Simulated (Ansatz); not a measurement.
**Mg2Si: a single-point run**

Wanted: a converged single-point run for Mg2Si, and a check of what comes out. The structure is shown as the input types it.

Program: Ansatz 0.2.0. Level of theory: density functional or hybrid calculation with the settings of its input, plane waves (as first typed). These are calculated values, not measurements.

1 further run of the same task is left out (it didn't finish).

## Step 1: Starting point

Symmetry: Fm-3m, No. 225, cubic system. The conventional cell has a = 6.338 Å, b = 6.338 Å, c = 6.338 Å, α = 90.00°, β = 90.00°, γ = 90.00°. Mg (site symmetry -43m) is surrounded by 4 Si at 2.74 Å. Around Si (site symmetry m-3m) lie 8 Mg at 2.74 Å.

Structure file:

```cif
data_structure
_symmetry_space_group_name_H-M 'Fm-3m'
_symmetry_Int_Tables_number 225
_cell_length_a 6.3379
_cell_length_b 6.3379
_cell_length_c 6.3379
_cell_angle_alpha 90.000
_cell_angle_beta 90.000
_cell_angle_gamma 90.000
_cell_volume 254.59
loop_
_atom_site_label
_atom_site_type_symbol
_atom_site_symmetry_multiplicity
_atom_site_Wyckoff_symbol
_atom_site_fract_x
_atom_site_fract_y
_atom_site_fract_z
_atom_site_occupancy
Mg1 Mg 8 c 0.25000 0.75000 0.75000 1
Si1 Si 4 a 0.00000 0.00000 0.00000 1
```

## Step 2: The calculation

Contents of input.yaml:

```yaml
crystal:
  lattice:
    - [0.0, 3.16897055, 3.16897055]
    - [3.16897055, 0.0, 3.16897055]
    - [3.16897055, 3.16897055, 0.0]
  atoms:
    - { symbol: Mg, position: [0.25, 0.25, 0.25] }
    - { symbol: Mg, position: [0.75, 0.75, 0.75] }
    - { symbol: Si, position: [0.0, 0.0, 0.0] }
kpoints:
  mp_grid: { grid: [6, 6, 6] }
hamiltonian:
  xc: pbe
scf:
  occupations: { method: fixed }
  n_extra_bands: 4
  mixing: { beta: 1.9 }
  max_iter: 81
output:
  forces: true
  stress: true
  eigenvalues: true
```

On the command line:

```
ansatz run input.yaml --threads 4 --pin off --max-ram 5529MiB --backend cpu --events-out ev --progress --plain --runs-dir out
```

**Question.** How will this run end, and is anything wrong with its input?

The run ended at the input check. It says: «invalid value for `scf.mixing.beta`: must be finite and in (0, 1]; got 1.9»

Look at the input: scf.mixing.beta is 1.9. A value lies outside the range that the key allows.

The cure: delete scf.mixing.beta (the default then holds).
